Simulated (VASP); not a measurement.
The system is Mn3Sb.

```xyz
4
Lattice="3.8134 0.0000 0.0000 0.0000 3.8134 0.0000 0.0000 0.0000 3.8134" Properties=species:S:1:pos:R:3 pbc="T T T"
Sb    0.0000    0.0000    0.0000
Mn    1.9067    0.0000    1.9067
Mn    1.9067    1.9067    0.0000
Mn    0.0000    1.9067    1.9067
```

The cell comes from a database or a generator and needn't be the stable form of this composition.

* Program: VASP 6.6.1
* Task: relaxation of cell and atoms
* Functional: MS2
* Potentials or basis: VASP PAW PBE potentials, release 64 (Sb, Mn_pv)
* Cutoff: 600 eV
* k mesh: 7 × 7 × 7
* Occupations: methfessel-paxton, width 0.1 eV
* Spin: collinear spin, ferromagnetic start
* Starting moments: [0.0, 4.0, 4.0, 4.0] μB

At the start: pressure -7.1 GPa; volume 13.86 Å³/atom.

Task: Where does the relaxation end?

Result: Over 4 steps the energy falls by 11.2 meV/atom and the volume is 13.34 Å³/atom (-3.8 %); space group Pm-3m (No. 221, to 0.05 Å); moment 6.00 μB per cell.

Step by step:
```
step  energy change (eV)  largest force (eV/Å)  pressure (GPa)  volume (Å³)
   1              0.0000                0.0000           -7.10        55.45
   2              0.0514                0.0000           11.43        50.67
   3             -0.0447                0.0000           -0.52        53.48
   4             -0.0447                0.0000           -0.06        53.35
```

Final structure:
```yaml
crystal:
  lattice:
    - [3.76451, 0.00000, 0.00000]
    - [0.00000, 3.76451, 0.00000]
    - [0.00000, 0.00000, 3.76451]
  atoms:
    - { symbol: Sb, position: [0.00000, 0.00000, 0.00000] }
    - { symbol: Mn, position: [0.50000, 0.00000, 0.50000] }
    - { symbol: Mn, position: [0.50000, 0.50000, 0.00000] }
    - { symbol: Mn, position: [0.00000, 0.50000, 0.50000] }
```

Caveat: the PAW data sets were made with another functional, which shifts forces and pressure a little; only a ferromagnetic start was run, and an antiferromagnetic order may lie lower in energy.
